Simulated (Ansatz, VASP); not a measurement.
Given: the input of a run of Ansatz 0.2.0 on Si.

Contents of input.yaml:

```yaml
crystal:
  lattice:
    - [0.0, 2.7398772164, 2.7398772164]
    - [2.7398772164, 0.0, 2.7398772164]
    - [2.7398772164, 2.7398772164, 0.0]
  atoms:
    - { symbol: Si, position: [0.5, 0.5, 0.5] }
    - { symbol: Si, position: [0.75, 0.75, 0.75] }
hamiltonian:
  xc: revpbe
  pseudopotentials: { kind: paw }
kpoints:
  mp_grid: { grid: [8, 8, 8] }
scf:
  occupations: { method: fermi_dirac, width: 0.05 }
output:
  forces: true
  stress: true
  eigenvalues: true
```

Potentials or basis: Ansatz PAW.

Run with:

```bash
$ ansatz run input.yaml --threads 2 --pin off --max-ram 5120MiB --backend cpu --events-out ev --progress --plain --runs-dir out
```

Task: Translate it to VASP 6.6.1. Potentials there: VASP PAW PBE potentials, release 64 (Si).

Result: As run (the cutoff follows the program's own potentials):

Contents of INCAR:

```
  PREC = Accurate
  ENCUT = 520
  EDIFF = 1E-6
  ISMEAR = -1
  SIGMA = 0.05
  LREAL = False
  LASPH = True
  NELM = 80
  ALGO = Normal
  ISIF = 2
  LWAVE = False
  LCHARG = False
  GGA = RE
  NBANDS = 11
```

KPOINTS

```
regular mesh
0
Gamma
  8 8 8
```

File POSCAR:

```
Si
1.0
    0.0000000000      2.7398772164      2.7398772164
    2.7398772164      0.0000000000      2.7398772164
    2.7398772164      2.7398772164      0.0000000000
Si
2
Direct
    0.5000000000      0.5000000000      0.5000000000
    0.7500000000      0.7500000000      0.7500000000
```

Potentials or basis: VASP PAW PBE potentials, release 64 (Si).

Launch:

```bash
$ cat potpaw_PBE.64/Si/POTCAR > POTCAR
$ mpirun -np 1 vasp_std > vasp.out
```

Both were run:

|  | VASP | Ansatz | Ansatz less VASP |
| --- | --- | --- | --- |
| gap on the k mesh at the Fermi level (eV) | 0.70 | 0.70 | 0.000 |
| least direct gap on the mesh (eV) | 2.56 | 2.56 | -0.002 |
| pressure (GPa) | 0.5 | 0.7 | +0.19 |

Caveats: the PAW data sets were made with another functional, which shifts forces and pressure a little (VASP); the PAW data sets come from PBE, with cores solved anew for the run's functional, which leaves a small shift of forces and pressure (Ansatz). A k mesh can miss the band edges.
